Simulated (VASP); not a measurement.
# PtSe2 in VASP: further runs, part 2 of 2

VASP 6.6.1.

**4. Relaxation of cell and atoms, r2SCAN+rVV10**

Contents of INCAR:

```
SYSTEM = PtSe2
ALGO = Normal
BPARAM = 11.95
CPARAM = 0.0093
EDIFF = 1E-6
EDIFFG = -0.01
ENCUT = 600
IBRION = 2
ISIF = 3
ISMEAR = 0
IVDW_NL = 2
LASPH = .True.
LATTICE_CONSTRAINTS = .TRUE. .TRUE. .FALSE.
LCHARG = .False.
LMIXTAU = .True.
LREAL = .False.
LUSE_VDW = .True.
LWAVE = .False.
METAGGA = R2SCAN
NELM = 120
NSW = 90
PREC = Accurate
SIGMA = 0.03
```

Contents of KPOINTS:

```
k-points
0
Gamma
  9 9 1
  0 0 0
```

Contents of POSCAR:

```
PtSe2
1.0
    3.7240000000      0.0000000000      0.0000000000
   -1.8620000000      3.2250786000      0.0000000000
    0.0000000000      0.0000000000     20.5310000000
Se Pt
2 1
Direct
    0.6666666700      0.3333333300      0.4383615000
    0.3333333300      0.6666666700      0.5616385000
    0.0000000000      0.0000000000      0.5000000000
```

Potentials or basis: VASP PAW PBE potentials, release 64 (Se, Pt).

Run with:

```
cat potpaw_PBE.64/Se/POTCAR potpaw_PBE.64/Pt/POTCAR > POTCAR
mpirun -np 1 vasp_std > vasp.out
```

OUTCAR:

```text
SYSTEM = PtSe2
   BPARAM = 11.95
   EDIFF = 1E-6
   EDIFFG = -0.01
   ENCUT = 600
   IBRION = 2
   ISIF = 3
   ISMEAR = 0
   IVDW_NL = 2
   LASPH = .True.
   LREAL = .False.
   METAGGA = R2SCAN
   NELM = 120
   NSW = 90
   PREC = Accurate

 ion  position               nearest neighbor table
   1  0.667  0.333  0.438-   3 2.49   3 2.49   3 2.49
   2  0.333  0.667  0.562-   3 2.49   3 2.49   3 2.49
   3  0.000  0.000  0.500-   1 2.49   2 2.49   2 2.49   1 2.49   1 2.49   2 2.49

  LATTYP: Found a hexagonal cell.
 ALAT       =     3.7240000000
 C/A-ratio  =     5.5131578947

  Lattice vectors:

 A1 = (   3.7240000000,   0.0000000000,   0.0000000000)
 A2 = (  -1.8620000000,   3.2250786000,   0.0000000000)
 A3 = (   0.0000000000,   0.0000000000,  20.5310000000)

Analysis of symmetry for initial positions (statically):
=====================================================================
 Subroutine PRICEL returns:
 Original cell was already a primitive cell.

 Routine SETGRP: Setting up the symmetry group for a
 hexagonal supercell.

[... 150 lines left out ...]

 number of electron      21.9999998 magnetization

 Free energy of the ion-electron system (eV)
  ---------------------------------------------------
  ext. energy  EPLUGINS =         0.00000000
  ---------------------------------------------------
  free energy    TOTEN  =       -80.72711408 eV

  energy without entropy =      -80.72711408  energy(sigma->0) =      -80.72711408

------------------------ aborting loop because EDIFF is reached ----------------------------------------

  FORCE on cell =-STRESS in cart. coord.  units (eV):
  Direction    XX          YY          ZZ          XY          YZ          ZX
  --------------------------------------------------------------------------------------
  -------------------------------------------------------------------------------------
  Total        0.3717323      0.3717323      1.3430414      0.0000000     -0.0000000     -0.0000000
  in kB        2.4153542      2.4153542      8.7264962      0.0000000     -0.0000000     -0.0000000
  external PRESSURE =       4.5190682 kB  Pullay stress =       0.0000000 kB
[... 135 lines left out ...]
--------------------------------------- Ionic step        5  -------------------------------------------

 number of electron      21.9999996 magnetization

 Free energy of the ion-electron system (eV)
  ---------------------------------------------------
  ext. energy  EPLUGINS =         0.00000000
  ---------------------------------------------------
  free energy    TOTEN  =       -80.75609935 eV

  energy without entropy =      -80.75609935  energy(sigma->0) =      -80.75609935

 E-fermi :  -2.9965     XC(G=0):  -3.3301

 val. band max:       -3.1585579212   @ k =   0.0000   0.0000   0.0000
 cond. band min:      -1.5982617123   @ k =   0.2222   0.0000   0.0000
 fundamental gap:      1.5602962089
 Fermi energy:        -2.9965265703

 k-point     1 :       0.0000    0.0000    0.0000
  band No.  band energies     occupation
      1     -17.7997      2.00000
      2     -15.9279      2.00000
      3      -8.5743      2.00000
      4      -8.4882      2.00000
      5      -8.4882      2.00000
      6      -6.2246      2.00000
      7      -6.2246      2.00000
      8      -4.5306      2.00000
      9      -3.8611      2.00000
     10      -3.1586      2.00000
     11      -3.1586      2.00000
     12       0.0149      0.00000
     13       0.0149      0.00000
     14       2.0299      0.00000
[... 227 lines left out ...]
  FREE ENERGIE OF THE ION-ELECTRON SYSTEM (eV)
  ---------------------------------------------------
  free  energy   TOTEN  =       -80.7560993456 eV

  energy  without entropy=      -80.7560993456  energy(sigma->0) =      -80.75609935

 reached required accuracy - stopping structural energy minimisation
```

OSZICAR:

```text
N       E                     dE             d eps       ncg     rms          rms(c)
DAV:   1     0.111029308310E+03    0.11103E+03   -0.81297E+03   360   0.121E+03
DAV:   2    -0.681719446093E+02   -0.17920E+03   -0.17358E+03   557   0.198E+02
DAV:   3    -0.865399414133E+02   -0.18368E+02   -0.18258E+02   458   0.788E+01
[... 205 lines left out ...]
DAV:  23    -0.807560328350E+02    0.46497E-06   -0.16565E-05   360   0.538E-02    0.256E-04
DAV:  24    -0.807560924791E+02   -0.59644E-04   -0.29043E-05   360   0.646E-02    0.253E-04
DAV:  25    -0.807560942326E+02   -0.17534E-05   -0.80577E-07   404   0.128E-02    0.181E-04
DAV:  26    -0.807560987286E+02   -0.44960E-05   -0.20108E-06   264   0.168E-02    0.330E-04
DAV:  27    -0.807560993456E+02   -0.61700E-06   -0.37744E-07   362   0.780E-03
   5 F= -.80756099E+02 E0= -.80756099E+02  d E =-.170727E-01
```

Run time: 80 min. Hardware: 1 thread of Intel Xeon Platinum 8488C (Sapphire Rapids), shared host; peak memory 1 GiB.

What came out:

| Item | Value |
| --- | --- |
| Free energy | -80.7561 eV |
| Relaxed volume | 80.67 Å³/atom |
| Relaxed cell | a = 3.689 Å, b = 3.689 Å, c = 20.531 Å, α = 90.00°, β = 90.00°, γ = 120.00° |
| Space group after relaxing (to 0.05 Å) | P-3m1 (No. 164) |
| Energy gained by relaxing | 9.7 meV/atom |
| Ionic steps | 5 |
| Band gap on the k mesh | 1.56 eV, indirect (least direct gap 1.81 eV) |

The path:
```
step  energy change (eV)  largest force (eV/Å)  pressure (GPa)  volume (Å³)
   1              0.0000                0.5348            0.45       246.58
   2             -0.0106                0.0513           -0.44       249.54
   3             -0.0119                0.1686           -0.22       248.79
   4             -0.0255                0.0743           -0.10       245.02
   5             -0.0290                0.0001            0.00       242.00
```

Final structure:
```cif
data_structure
_symmetry_space_group_name_H-M 'P 1'
_symmetry_Int_Tables_number 1
_cell_length_a 3.6893
_cell_length_b 3.6893
_cell_length_c 20.5310
_cell_angle_alpha 90.000
_cell_angle_beta 90.000
_cell_angle_gamma 120.000
_cell_volume 242.00
loop_
_atom_site_label
_atom_site_type_symbol
_atom_site_fract_x
_atom_site_fract_y
_atom_site_fract_z
_atom_site_occupancy
Se1 Se 0.66667 0.33333 0.43541 1
Se2 Se 0.33333 0.66667 0.56459 1
Pt1 Pt 0.00000 0.00000 0.50000 1
```

Caveat: the PAW data sets were made with another functional, which shifts forces and pressure a little; spin-orbit coupling is left out, which moves the levels of the heavy elements. r2SCAN opens gaps a little over a GGA but as a rule still falls short of measured ones.

**5. Relaxation of cell and atoms, r2SCAN+rVV10**

This run uses another cell than the first one, of 80.67 Å³/atom, 0.981 times its volume.

INCAR: that of step 4 with these lines changed.

```diff
@@ -4,4 +4,4 @@
 CPARAM = 0.0093
-EDIFF = 1E-6
-EDIFFG = -0.01
+EDIFF = 1E-7
+EDIFFG = -0.005
 ENCUT = 600
```

KPOINTS is that of step 4.

Contents of POSCAR:

```
PtSe2                                   
1.0
    3.6892598791      0.0000000000      0.0000000000
   -1.8446299396      3.1949927729      0.0000000000
    0.0000000000      0.0000000000     20.5310000000
  Se              Pt            
     2     1
Direct
     0.6666666699999979    0.3333333300000021    0.4354083895394541
     0.3333333300000021    0.6666666699999979    0.5645916104605460
     0.0000000000000000    0.0000000000000000    0.5000000000000000
```

Run with:

```
cat potpaw_PBE.64/Se/POTCAR potpaw_PBE.64/Pt/POTCAR > POTCAR
mpirun -np 1 vasp_std > vasp.out
```

It took 34 min on 1 thread of Intel Xeon Platinum 8488C (Sapphire Rapids), shared host; peak memory 0.93 GiB.

Results (log left out):

```
Free energy            : -80.7559 eV
Band gap on the k mesh : 1.56 eV, indirect (least direct gap 1.81 eV)
```

Final structure:
```
Se Pt
1.0
     3.68926    0.00000    0.00000
    -1.84463    3.19499    0.00000
     0.00000    0.00000   20.53100
Se Pt
2 1
Direct
  0.66667 0.33333 0.43541
  0.33333 0.66667 0.56459
  0.00000 0.00000 0.50000
```

Levels at points of the mesh, in eV from the valence-band top:
| k point | band 7 | band 8 | band 9 | band 10 | band 11 | band 12 | band 13 | band 14 | band 15 |
| --- | --- | --- | --- | --- | --- | --- | --- | --- | --- |
| (0.00, 0.00, 0.00) | -3.07 | -1.37 | -0.70 | 0.00 | 0.00 | 3.17 | 3.17 | 5.19 | 5.82 |

Caveat: the relaxation stopped at its first step, so nothing moved; the PAW data sets were made with another functional, which shifts forces and pressure a little; spin-orbit coupling is left out, which moves the levels of the heavy elements. r2SCAN opens gaps a little over a GGA but as a rule still falls short of measured ones.

**6. Relaxation of cell and atoms, r2SCAN+rVV10**

INCAR: that of step 5 with these lines changed.

```diff
@@ -4,4 +4,4 @@
 CPARAM = 0.0093
-EDIFF = 1E-7
-EDIFFG = -0.005
+EDIFF = 1E-6
+EDIFFG = -0.01
 ENCUT = 600
```

KPOINTS is that of step 5.

Contents of POSCAR:

```
PtSe2
1.0
    3.7240000000      0.0000000000      0.0000000000
   -1.8620000000      3.2250786000      0.0000000000
    0.0000000000      0.0000000000     20.5310000000
Se Pt
2 1
Direct
    0.6666666700      0.3333333300      0.4383615000
    0.3333333300      0.6666666700      0.5616385000
    0.0000000000      0.0000000000      0.5000000000
```

Potentials or basis: VASP PAW PBE potentials, release 64 (Se, Pt).

Run with:

```
cat potpaw_PBE.64/Se/POTCAR potpaw_PBE.64/Pt/POTCAR > POTCAR
mpirun -np 1 vasp_std > vasp.out
```

It took 1.8 h on 1 thread of Intel Xeon Platinum 8488C (Sapphire Rapids), shared host; peak memory 1 GiB.

Results (log left out):

* Free energy: -80.7561 eV
* Relaxed volume: 80.67 Å³/atom
* Relaxed cell: a = 3.689 Å, b = 3.689 Å, c = 20.531 Å, α = 90.00°, β = 90.00°, γ = 120.00°
* Space group after relaxing (to 0.05 Å): P-3m1 (No. 164)
* Energy gained by relaxing: 9.7 meV/atom
* Ionic steps: 5
* Band gap on the k mesh: 1.56 eV, indirect (least direct gap 1.81 eV)

The path:
```csv
step,energy change (eV),largest force (eV/Å),pressure (GPa),volume (Å³)
1,0.0000,0.5348,0.45,246.58
2,-0.0106,0.0513,-0.44,249.54
3,-0.0119,0.1686,-0.22,248.79
4,-0.0255,0.0743,-0.10,245.02
5,-0.0290,0.0001,0.00,242.00
```

Final structure:
```
Se Pt
1.0
     3.68926    0.00000    0.00000
    -1.84463    3.19499    0.00000
     0.00000    0.00000   20.53100
Se Pt
2 1
Direct
  0.66667 0.33333 0.43541
  0.33333 0.66667 0.56459
  0.00000 0.00000 0.50000
```

Levels at points of the mesh, in eV from the valence-band top:
```csv
k point,band 7,band 8,band 9,band 10,band 11,band 12,band 13,band 14,band 15
"(0.00, 0.00, 0.00)",-3.07,-1.37,-0.70,0.00,0.00,3.17,3.17,5.19,5.82
```

Caveat: the PAW data sets were made with another functional, which shifts forces and pressure a little; spin-orbit coupling is left out, which moves the levels of the heavy elements.
